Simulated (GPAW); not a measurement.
Here is a GPAW 26.7.0 calculation.

Contents of run.py:

```python
from ase.dft.bandgap import bandgap
from ase.io import read, write
from ase.units import GPa
from gpaw import GPAW, PW, setup_paths

setup_paths.insert(0, '.')

atoms = read('POSCAR')

calc = GPAW(mode=PW(600),
            xc='PBE',
            kpts={'size': (9, 9, 9), 'gamma': True},
            occupations={'name': 'fermi-dirac', 'width': 0.05},
            nbands=16,
            convergence={'density': 1e-05, 'energy': 1e-05},
            maxiter=150,
            txt='gpaw.txt')
atoms.calc = calc
energy = atoms.get_potential_energy()
forces = atoms.get_forces()
stress = atoms.get_stress()
calc.write('gs.gpw')
write('result.traj', atoms)
print(f'Energy: {energy:.6f} eV')
print('Forces (eV/A):')
print(forces.round(4))
print('Stress (GPa):', (stress / GPa).round(3))
print('Fermi level:', round(calc.get_fermi_level(), 4), 'eV')
print(f'Gap: {bandgap(calc)[0]:.4f} eV, direct: {bandgap(calc, direct=True)[0]:.4f} eV')

path = atoms.cell.bandpath('GHNGPH,PN', npoints=100, eps=1e-4)
bs_calc = calc.fixed_density(kpts=path, symmetry='off', nbands=24,
                             convergence={'bands': 'CBM+6.0', 'eigenstates': 1e-6}, txt='bands.txt')
bs = bs_calc.band_structure()
bs.write('bs.json')
print(f'Gap on the path: {bandgap(bs_calc)[0]:.4f} eV')
```

Contents of POSCAR:

```
Mo
1.0
   -1.5838089719      1.5838089719      1.5838089719
    1.5838089719     -1.5838089719      1.5838089719
    1.5838089719      1.5838089719     -1.5838089719
Mo
1
Direct
    0.0000000000      0.0000000000      0.0000000000
```

Potentials or basis: PAW data sets generated in the run's folder for this functional, pw.

Launch:

```sh
$ gpaw-setup -f PBE Mo
$ OMP_NUM_THREADS=1 python run.py
```

What does it give for the pressure?

-2.4 GPa.

Predict the band gap along the path.

none (metal or under the smearing width).

Levels at the corners of the path, in eV from the Fermi level:
```csv
point,band 3,band 4,band 5,band 6,band 7,band 8,band 9,band 10
Γ,-34.65,-34.65,-7.09,-1.29,-1.29,-1.29,1.62,1.62
H,-35.55,-35.55,-5.22,-5.22,3.87,3.87,3.87,9.01
N,-35.07,-34.66,-5.12,-3.25,1.58,1.64,2.24,4.60
Γ,-34.65,-34.65,-7.09,-1.29,-1.29,-1.29,1.62,1.62
P,-35.30,-35.30,-2.54,-2.54,-2.54,2.36,2.36,9.55
H,-35.55,-35.55,-5.22,-5.22,3.87,3.87,3.87,9.01
P,-35.30,-35.30,-2.54,-2.54,-2.54,2.36,2.36,9.55
N,-35.07,-34.66,-5.12,-3.25,1.58,1.64,2.24,4.60
```
